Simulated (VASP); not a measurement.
# PbS (Galena) (Fm-3m) in VASP: further runs, part 2 of 2

VASP 6.6.1.

**4. Relaxation of the atoms, PBE (a relaxed cell with its volume scaled by 1.02)**

Input file INCAR:

```
ALGO = Fast
EDIFF = 1E-7
EDIFFG = -0.01
ENCUT = 600
GGA = PE
IBRION = 2
ISIF = 2
ISMEAR = 0
LASPH = T
LCHARG = F
LREAL = F
LWAVE = F
NELM = 80
NSW = 40
PREC = Accurate
SIGMA = 0.03
```

Input file KPOINTS:

```
k-points
0
Gamma
  8 8 8
```

Input file POSCAR:

```
PbS                                     
1.0
    0.0000000000      3.0236193293      3.0236193293
    3.0236193293      0.0000000000      3.0236193293
    3.0236193293      3.0236193293      0.0000000000
  Pb              S             
     1     1
Direct
     0.0000000000000000    0.0000000000000000    0.0000000000000000
     0.5000000000000000    0.5000000000000000    0.5000000000000000
```

Potentials or basis: VASP PAW PBE potentials, release 64 (Pb_d, S).

The run is started by

```sh
$ cat potpaw_PBE.64/Pb_d/POTCAR potpaw_PBE.64/S/POTCAR > POTCAR
$ mpirun -np 1 vasp_std > vasp.out
```

OUTCAR:

```text
EDIFF = 1E-7
   EDIFFG = -0.01
   ENCUT = 600
   GGA = PE
   IBRION = 2
   ISIF = 2
   ISMEAR = 0
   LASPH = T
   LREAL = F
   NELM = 80
   NSW = 40
   PREC = Accurate

 ion  position               nearest neighbor table
   1  0.000  0.000  0.000-   2 3.02   2 3.02   2 3.02   2 3.02   2 3.02   2 3.02
   2  0.500  0.500  0.500-   1 3.02   1 3.02   1 3.02   1 3.02   1 3.02   1 3.02

  LATTYP: Found a face centered cubic cell.
 ALAT       =     6.0472386586

  Lattice vectors:

 A1 = (   0.0000000000,   3.0236193293,   3.0236193293)
 A2 = (   3.0236193293,   0.0000000000,   3.0236193293)
 A3 = (   3.0236193293,   3.0236193293,   0.0000000000)

[... 591 lines left out ...]
     14      13.1131      0.00000

 [... further k-points ...]
[... 5 lines left out ...]
  --------------------------------------------------------------------------------------
  -------------------------------------------------------------------------------------
  Total       -0.3370795     -0.3370795     -0.3370795      0.0000000      0.0000000      0.0000000
  in kB       -9.7685831     -9.7685831     -9.7685831      0.0000000      0.0000000      0.0000000
  external PRESSURE =      -9.7685831 kB  Pullay stress =       0.0000000 kB

 VOLUME and BASIS-vectors are now :
 -----------------------------------------------------------------------------
  energy-cutoff  :      600.00
  volume of cell :       55.29
      direct lattice vectors                 reciprocal lattice vectors
     0.000000000  3.023619329  3.023619329    -0.165364732  0.165364732  0.165364732
     3.023619329  0.000000000  3.023619329     0.165364732 -0.165364732  0.165364732
     3.023619329  3.023619329  0.000000000     0.165364732  0.165364732 -0.165364732

 POSITION                                       TOTAL-FORCE (eV/Angst)
 -----------------------------------------------------------------------------------
      0.00000      0.00000      0.00000        -0.000000      0.000000     -0.000000
      3.02362      3.02362      3.02362         0.000000     -0.000000      0.000000
 -----------------------------------------------------------------------------------
    total drift:                                0.000000      0.000000      0.000000

  FREE ENERGIE OF THE ION-ELECTRON SYSTEM (eV)
  ---------------------------------------------------
  free  energy   TOTEN  =        -8.7668390276 eV

  energy  without entropy=       -8.7668390276  energy(sigma->0) =       -8.76683903

 reached required accuracy - stopping structural energy minimisation
```

OSZICAR:

```text
N       E                     dE             d eps       ncg     rms          rms(c)
DAV:   1     0.168633575345E+03    0.16863E+03   -0.10493E+04   818   0.162E+03
DAV:   2     0.513076031457E+01   -0.16350E+03   -0.15944E+03   890   0.377E+02
DAV:   3    -0.889153081975E+01   -0.14022E+02   -0.13564E+02  1046   0.112E+02
DAV:   4    -0.929061029764E+01   -0.39908E+00   -0.39887E+00   934   0.212E+01
DAV:   5    -0.930348701589E+01   -0.12877E-01   -0.12877E-01  1170   0.377E+00    0.424E+00
RMM:   6    -0.875953966652E+01    0.54395E+00   -0.83555E-01   838   0.562E+00    0.279E+00
RMM:   7    -0.876518744643E+01   -0.56478E-02   -0.23851E-01   932   0.353E+00    0.180E+00
RMM:   8    -0.877241919564E+01   -0.72317E-02   -0.37864E-02   829   0.197E+00    0.505E-01
RMM:   9    -0.876631211616E+01    0.61071E-02   -0.10652E-02   891   0.118E+00    0.155E-01
RMM:  10    -0.876673669577E+01   -0.42458E-03   -0.47884E-03   994   0.623E-01    0.452E-02
RMM:  11    -0.876688135485E+01   -0.14466E-03   -0.95066E-04  1001   0.256E-01    0.896E-02
RMM:  12    -0.876686057277E+01    0.20782E-04   -0.11837E-04  1013   0.908E-02    0.479E-02
RMM:  13    -0.876686406133E+01   -0.34886E-05   -0.20971E-05  1040   0.361E-02    0.465E-02
RMM:  14    -0.876683866780E+01    0.25394E-04   -0.39173E-05   813   0.378E-02    0.264E-02
RMM:  15    -0.876683895493E+01   -0.28713E-06   -0.11162E-05   816   0.223E-02    0.221E-02
RMM:  16    -0.876683902756E+01   -0.72626E-07   -0.66809E-07   676   0.858E-03
   1 F= -.87668390E+01 E0= -.87668390E+01  d E =-.876684E+01
```

Run time: 21 s. Hardware: 1 thread of Intel Xeon 6975P-C (Granite Rapids), shared host; peak memory 0.21 GiB.

What came out:

```
Free energy             : -8.7668 eV
Pressure after relaxing : -1.0 GPa
Band gap on the k mesh  : 0.56 eV, direct
```

Final structure:
```xyz
2
Lattice="0.0000 3.0236 3.0236 3.0236 0.0000 3.0236 3.0236 3.0236 0.0000" Properties=species:S:1:pos:R:3 pbc="T T T"
Pb    0.0000    0.0000    0.0000
S     3.0236    3.0236    3.0236
```

Caveat: the relaxation stopped at its first step, so nothing moved; spin-orbit coupling is left out, which as a rule narrows the gap of such compounds by several tenths of an eV. A k mesh can miss the band edges.

**5. Relaxation of the atoms, PBE (a relaxed cell with its volume scaled by 1.04)**

INCAR is that of step 4.

KPOINTS is that of step 4.

Input file POSCAR:

```
PbS                                     
1.0
    0.0000000000      3.0432537713      3.0432537713
    3.0432537713      0.0000000000      3.0432537713
    3.0432537713      3.0432537713      0.0000000000
  Pb              S             
     1     1
Direct
     0.0000000000000000    0.0000000000000000    0.0000000000000000
     0.5000000000000000    0.5000000000000000    0.5000000000000000
```

Potentials or basis: VASP PAW PBE potentials, release 64 (Pb_d, S).

The run is started by

```sh
$ cat potpaw_PBE.64/Pb_d/POTCAR potpaw_PBE.64/S/POTCAR > POTCAR
$ mpirun -np 1 vasp_std > vasp.out
```

OUTCAR:

```text
EDIFF = 1E-7
   EDIFFG = -0.01
   ENCUT = 600
   GGA = PE
   IBRION = 2
   ISIF = 2
   ISMEAR = 0
   LASPH = T
   LREAL = F
   NELM = 80
   NSW = 40
   PREC = Accurate

 ion  position               nearest neighbor table
   1  0.000  0.000  0.000-   2 3.04   2 3.04   2 3.04   2 3.04   2 3.04   2 3.04
   2  0.500  0.500  0.500-   1 3.04   1 3.04   1 3.04   1 3.04   1 3.04   1 3.04

  LATTYP: Found a face centered cubic cell.
 ALAT       =     6.0865075426

  Lattice vectors:

 A1 = (   0.0000000000,   3.0432537713,   3.0432537713)
 A2 = (   3.0432537713,   0.0000000000,   3.0432537713)
 A3 = (   3.0432537713,   3.0432537713,   0.0000000000)

Analysis of symmetry for initial positions (statically):
=====================================================================
 Subroutine PRICEL returns:
 Original cell was already a primitive cell.

 Routine SETGRP: Setting up the symmetry group for a
 face centered cubic supercell.

 Subroutine GETGRP returns: Found 48 space group operations
 (whereof 48 operations were pure point group operations)
 out of a pool of 48 trial point group operations.

The static configuration has the point symmetry O_h .

Analysis of symmetry for dynamics (positions and initial velocities):
=====================================================================
 Subroutine PRICEL returns:
 Original cell was already a primitive cell.

 Routine SETGRP: Setting up the symmetry group for a
 face centered cubic supercell.

 Subroutine GETGRP returns: Found 48 space group operations
 (whereof 48 operations were pure point group operations)
 out of a pool of 48 trial point group operations.

The dynamic configuration has the point symmetry O_h .

 Subroutine INISYM returns: Found 48 space group operations
 (whereof 48 operations are pure point group operations),
 and found     1 'primitive' translations

----------------------------------------------------------------------------------------

                                     Primitive cell

  volume of cell :      56.3695

  direct lattice vectors                    reciprocal lattice vectors
     0.000000000  3.043253771  3.043253771    -0.164297833  0.164297833  0.164297833
     3.043253771  0.000000000  3.043253771     0.164297833 -0.164297833  0.164297833
     3.043253771  3.043253771  0.000000000     0.164297833  0.164297833 -0.164297833

  length of vectors
     4.303810757  4.303810757  4.303810757     0.284572194  0.284572194  0.284572194

  position of ions in fractional coordinates (direct lattice)
     0.000000000  0.000000000  0.000000000
     0.500000000  0.500000000  0.500000000

  ion indices of the primitive-cell ions
   primitive index   ion index
                 1           1
                 2           2

----------------------------------------------------------------------------------------

 KPOINTS: k-points

Automatic generation of k-mesh.
 Grid dimensions read from file:
 generate k-points for:    8    8    8

 Generating k-lattice:

  Cartesian coordinates                     Fractional coordinates (reciprocal lattice)
    -0.020537229  0.020537229  0.020537229     0.125000000  0.000000000  0.000000000
     0.020537229 -0.020537229  0.020537229     0.000000000  0.125000000  0.000000000
     0.020537229  0.020537229 -0.020537229     0.000000000  0.000000000  0.125000000

  Length of vectors
     0.035571524  0.035571524  0.035571524

  Shift w.r.t. Gamma in fractional coordinates (k-lattice)
[... 36 lines left out ...]
   total plane-waves  NPLWV =  46656
   dimension x,y,z NGX =    36 NGY =   36 NGZ =   36
   dimension x,y,z NGXF=    72 NGYF=   72 NGZF=   72
   ions per type =               1   1
   NGX,Y,Z   is equivalent  to a cutoff of  13.91, 13.91, 13.91 a.u.
   NGXF,Y,Z  is equivalent  to a cutoff of  27.81, 27.81, 27.81 a.u.
 SYSTEM =  unknown system
   PREC   = accura    normal or accurate (medium, high low for compatibility)
   ISTART =      0    job   : 0-new  1-cont  2-samecut
   ICHARG =      2    charge: 1-file 2-atom 10-const
   ISPIN  =      1    spin polarized calculation?
   LNONCOLLINEAR =      F non collinear calculations
   LSORBIT =      F    spin-orbit coupling
   LASPH  =      T    aspherical Exc in radial PAW
   ENCUT  =  600.0 eV  44.10 Ry    6.64 a.u.   8.60  8.60  8.60*2*pi/ulx,y,z
   NELM   =     80;   NELMIN=  2; NELMDL= -5     # of ELM steps
   EDIFF  = 0.1E-06   stopping-criterion for ELM
   LREAL  =      F    real-space projection
   EDIFFG = -.1E-01   stopping-criterion for IOM
   NSW    =     40    number of steps for IOM
   IBRION =      2    ionic relax: 0-MD 1-quasi-New 2-CG
   NFREE  =      1    steps in history (QN), initial steepest desc. (CG)
   ISIF   =      2    stress and relaxation
   ISYM   =      2    0-nonsym 1-usesym 2-fastsym
   POTIM  = 0.5000    time-step for ionic-motion
   TEBEG  =    0.0;   TEEND  =   0.0 temperature during run
   PSTRESS=    0.0 pullay stress
   NELECT =      20.0000    total number of electrons
   NUPDOWN=      -1.0000    fix difference up-down
   EMIN   =  10.00;   EMAX   =-10.00  energy-range for DOS
   EFERMI =   0.00;   METHOD = LEGACY
   ISMEAR =     0;   SIGMA  =   0.03  broadening in eV -4-tet -1-fermi 0-gaus
   EFERMI_NEDOS =   21; number of points for ismear=-14 and -15
   IALGO  =     68    algorithm
   IMIX   =      4    mixing-type and parameters
     AMIX     =   0.40;   BMIX     =  1.00
     AMIX_MAG =   1.60;   BMIX_MAG =  1.00
  volume/ion in A,a.u.               =      28.18       190.20
  Fermi-wavevector in a.u.,A,eV,Ry     =   1.158964  2.190125 18.275316  1.343198
  Thomas-Fermi vector in A             =   2.295561
   LORBIT       =      0    0 simple, 1 ext, 2 COOP (PROOUT), +10 PAW based schemes
   GGA     = PE    functional components
   LHFCALC =     F    Hartree Fock is set to
   AEXX    =    0.0000 exact exchange contribution
   IVDW    =     0    specifies the selected vdW correction
   LEPSILON=     F    determine dielectric tensor
   LRPA    =     F    only Hartree local field effects (RPA)
 conjugate gradient relaxation of ions
 non-spin polarized calculation
 RMM-DIIS sequential band-by-band and
 Gauss-broadening in eV      SIGMA  =   0.03
  energy-cutoff  :      600.00
  volume of cell :       56.37
 maximum number of plane-waves:      1895
 NGX is ok and might be reduce to    36
   NGX = 17   NGY = 17   NGZ = 17

 number of electron      20.0000000 magnetization

 Free energy of the ion-electron system (eV)
  ---------------------------------------------------
  ext. energy  EPLUGINS =         0.00000000
  ---------------------------------------------------
  free energy    TOTEN  =        -8.75712239 eV

  energy without entropy =       -8.75712239  energy(sigma->0) =       -8.75712239

 E-fermi :   4.9199     XC(G=0):  -9.3234

 val. band max:        4.7734488353   @ k =   0.5000   0.0000   0.0000
 cond. band min:       5.3907674912   @ k =   0.5000   0.0000   0.0000
 fundamental gap:      0.6173186559
 Fermi energy:         4.9199225891

 k-point     1 :       0.0000    0.0000    0.0000
  band No.  band energies     occupation
      1     -11.8765      2.00000
      2     -11.8765      2.00000
      3     -11.8765      2.00000
      4     -11.8584      2.00000
      5     -11.8584      2.00000
      6      -8.0894      2.00000
      7      -1.3303      2.00000
      8       3.0406      2.00000
      9       3.0406      2.00000
     10       3.0406      2.00000
     11       9.8242      0.00000
     12       9.8243      0.00000
     13       9.8243      0.00000
     14      11.7602      0.00000
[... 377 lines left out ...]
      1     -11.9046      2.00000
      2     -11.8727      2.00000
      3     -11.8620      2.00000
      4     -11.8539      2.00000
      5     -11.8386      2.00000
      6      -6.8593      2.00000
      7      -3.2737      2.00000
      8       1.8764      2.00000
      9       2.2387      2.00000
     10       3.9913      2.00000
     11       6.5143      0.00000
     12       8.2345      0.00000
     13       8.7782      0.00000
     14      12.8858      0.00000

 [... further k-points ...]
[... 5 lines left out ...]
  --------------------------------------------------------------------------------------
  -------------------------------------------------------------------------------------
  Total       -0.6622728     -0.6622728     -0.6622728      0.0000000      0.0000000      0.0000000
  in kB      -18.8236146    -18.8236146    -18.8236146      0.0000000      0.0000000      0.0000000
  external PRESSURE =     -18.8236146 kB  Pullay stress =       0.0000000 kB

 VOLUME and BASIS-vectors are now :
 -----------------------------------------------------------------------------
  energy-cutoff  :      600.00
  volume of cell :       56.37
      direct lattice vectors                 reciprocal lattice vectors
     0.000000000  3.043253771  3.043253771    -0.164297833  0.164297833  0.164297833
     3.043253771  0.000000000  3.043253771     0.164297833 -0.164297833  0.164297833
     3.043253771  3.043253771  0.000000000     0.164297833  0.164297833 -0.164297833

 POSITION                                       TOTAL-FORCE (eV/Angst)
 -----------------------------------------------------------------------------------
      0.00000      0.00000      0.00000        -0.000000     -0.000000     -0.000000
      3.04325      3.04325      3.04325         0.000000      0.000000      0.000000
 -----------------------------------------------------------------------------------
    total drift:                                0.000000      0.000000      0.000000

  FREE ENERGIE OF THE ION-ELECTRON SYSTEM (eV)
  ---------------------------------------------------
  free  energy   TOTEN  =        -8.7571223924 eV

  energy  without entropy=       -8.7571223924  energy(sigma->0) =       -8.75712239

 reached required accuracy - stopping structural energy minimisation
```

CONTCAR:

```text
PbS
   1.00000000000000
     0.0000000000000000    3.0432537712999999    3.0432537712999999
     3.0432537712999999    0.0000000000000000    3.0432537712999999
     3.0432537712999999    3.0432537712999999    0.0000000000000000
  Pb              S
     1     1
Direct
     0.0000000000000000    0.0000000000000000    0.0000000000000000
     0.5000000000000000    0.5000000000000000    0.5000000000000000

  0.00000000E+00  0.00000000E+00  0.00000000E+00
  0.00000000E+00  0.00000000E+00  0.00000000E+00
```

Run time: 18 s. Hardware: 1 thread of Intel Xeon 6975P-C (Granite Rapids), shared host; peak memory 0.21 GiB.

What came out:

| Item | Value |
| --- | --- |
| Free energy | -8.7571 eV |
| Pressure after relaxing | -1.9 GPa |
| Band gap on the k mesh | 0.62 eV, direct |

Final structure:
```
Pb S
1.0
     0.00000    3.04325    3.04325
     3.04325    0.00000    3.04325
     3.04325    3.04325    0.00000
Pb S
1 1
Direct
  0.00000 0.00000 0.00000
  0.50000 0.50000 0.50000
```

Caveat: the relaxation stopped at its first step, so nothing moved; spin-orbit coupling is left out, which as a rule narrows the gap of such compounds by several tenths of an eV.

**6. Summary**

| cell | gap on the mesh (eV) | pressure (GPa) |
| --- | --- | --- |
| atoms relaxed from: a relaxed cell with its volume scaled by 0.98 | 0.43 | 1.1 |
| atoms relaxed | 0.50 | 0.0 |
| atoms relaxed from: a relaxed cell with its volume scaled by 1.02 | 0.56 | -1.0 |
| atoms relaxed from: a relaxed cell with its volume scaled by 1.04 | 0.62 | -1.9 |

Alike in all rows: task relaxation of the atoms; level PBE; potentials or basis VASP PAW PBE potentials, release 64 (Pb_d, S); no spin polarisation; k mesh 8 × 8 × 8; cutoff (eV) 600; smearing gaussian 0.03 eV.

Caveats: the relaxation stopped at its first step, so nothing moved; spin-orbit coupling is left out, which as a rule narrows the gap of such compounds by several tenths of an eV.

Total energies depend on the potentials used, so only differences within one code and one set of settings carry meaning.
